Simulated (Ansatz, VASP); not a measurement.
CdGeAs2 in VASP and in Ansatz

File POSCAR:

```
CdGeAs2
1.0
   -2.9888745628      2.9888745628      5.6642966801
    2.9888745628     -2.9888745628      5.6642966801
    2.9888745628      2.9888745628     -5.6642966801
Cd Ge As
2 2 4
Direct
    0.2500000000      0.7500000000      0.5000000000
    0.5000000000      0.5000000000      0.0000000000
    0.0000000000      0.0000000000      0.0000000000
    0.7500000000      0.2500000000      0.5000000000
    0.8750000000      0.3462175700      0.9712175700
    0.6537824300      0.6250000000      0.5287824300
    0.3750000000      0.9037824300      0.0287824300
    0.0962175700      0.1250000000      0.4712175700
```

File INCAR.step1:

```
SYSTEM = CdGeAs2
PREC = Accurate ; ENCUT = 520
ISMEAR = 0 ; SIGMA = 0.1
LREAL = .FALSE. ; LASPH = .TRUE.
NELM = 100 ; NBANDS = 46
GGA = PE ; ALGO = Normal
EDIFF = 1E-4 ; LWAVE = .TRUE.
LCHARG = .FALSE.
```

INCAR.step2

```
SYSTEM = CdGeAs2
PREC = Accurate ; ENCUT = 520
EDIFF = 1E-7 ; ISMEAR = 0
SIGMA = 0.1 ; LREAL = .FALSE.
LASPH = .TRUE. ; NELM = 100
ALGO = Normal ; ISIF = 2
LWAVE = .FALSE. ; LCHARG = .FALSE.
METAGGA = R2SCAN ; LMIXTAU = .TRUE.
NBANDS = 46 ; ISTART = 1
```

Contents of KPOINTS:

```
Automatic mesh
0
G
  4 4 4
  0 0 0
```

Input for Ansatz:

```yaml
crystal:
  lattice:
    - [-2.9888745628, 2.9888745628, 5.6642966801]
    - [2.9888745628, -2.9888745628, 5.6642966801]
    - [2.9888745628, 2.9888745628, -5.6642966801]
  atoms:
    - { symbol: Cd, position: [0.25, 0.75, 0.5] }
    - { symbol: Cd, position: [0.5, 0.5, 0.0] }
    - { symbol: Ge, position: [0.0, 0.0, 0.0] }
    - { symbol: Ge, position: [0.75, 0.25, 0.5] }
    - { symbol: As, position: [0.875, 0.34621757, 0.97121757] }
    - { symbol: As, position: [0.65378243, 0.625, 0.52878243] }
    - { symbol: As, position: [0.375, 0.90378243, 0.02878243] }
    - { symbol: As, position: [0.09621757, 0.125, 0.47121757] }
basis:
  ecutwfc: 500
kpoints:
  mp_grid: { grid: [4, 4, 4] }
hamiltonian:
  xc: r2scan
scf:
  occupations: { method: gaussian, width: 0.1 }
output:
  forces: true
  stress: true
  eigenvalues: true
```

The cell is a database's computed one.

Alike in both runs: task single point; functional r2SCAN; k mesh 4 × 4 × 4; occupations gaussian, width 0.1 eV; no spin polarisation.

|  | VASP | Ansatz |
| --- | --- | --- |
| version | VASP 6.6.1 | Ansatz 0.2.0 |
| potentials or method | VASP PAW PBE potentials, release 64 (Cd, Ge_d, As) | scalar-relativistic, plane waves, PAW |
| plane-wave cutoff (eV) | 520 | 500 |
| valence electrons in the cell | 72 | 128 |

|  | VASP | Ansatz | Ansatz less VASP |
| --- | --- | --- | --- |
| gap on the k mesh at the Fermi level (eV) | 0.08 | 0.10 | +0.019 |
| least direct gap on the mesh (eV) | 0.08 | 0.10 | +0.019 |
| pressure (GPa) | 0.0 | -0.1 | -0.14 |
| largest component of the traceless stress (GPa) | 0.10 | 0.10 | 0.000 |

The two sets of potentials don't hold the same shells in valence.

Caveats: the PAW data sets were made with another functional, which shifts forces and pressure a little (VASP).
